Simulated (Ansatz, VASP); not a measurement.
## Two plane-wave programs on Fe

```
Fe
1.0
     2.48328    0.00000    0.00000
    -1.24164    2.15058    0.00000
     0.00000    0.00000    7.99321
Fe
4
Direct
  0.00000 0.00000 0.00000
  0.00000 0.00000 0.50000
  0.33333 0.66667 0.25000
  0.66667 0.33333 0.75000
```

Alike in both runs: task single point; functional PBE; k mesh 17 × 17 × 5; occupations fermi-dirac, width 0.1 eV; no spin polarisation.

|  | VASP | Ansatz |
| --- | --- | --- |
| version | VASP 6.6.1 | Ansatz 0.2.0 |
| potentials or method | VASP PAW PBE potentials, release 64 (Fe) | plane waves (420 eV) with PAW, scalar-relativistic |
| plane-wave cutoff (eV) | 520 | 420 |
| valence electrons in the cell | 32 | 64 |

|  | VASP | Ansatz | Ansatz less VASP |
| --- | --- | --- | --- |
| pressure (GPa) | -10.7 | -10.2 | +0.45 |
| largest component of the traceless stress (GPa) | 0.18 | 0.14 | -0.046 |

The functional is the same, so the differences come from potentials, cutoffs and numerics. The two sets of potentials don't hold the same shells in valence.

Caveats: the run has no spin polarisation, though such a crystal can be magnetic. Spin polarisation is off, so any magnetic state and its effect on volume and gap are missing.
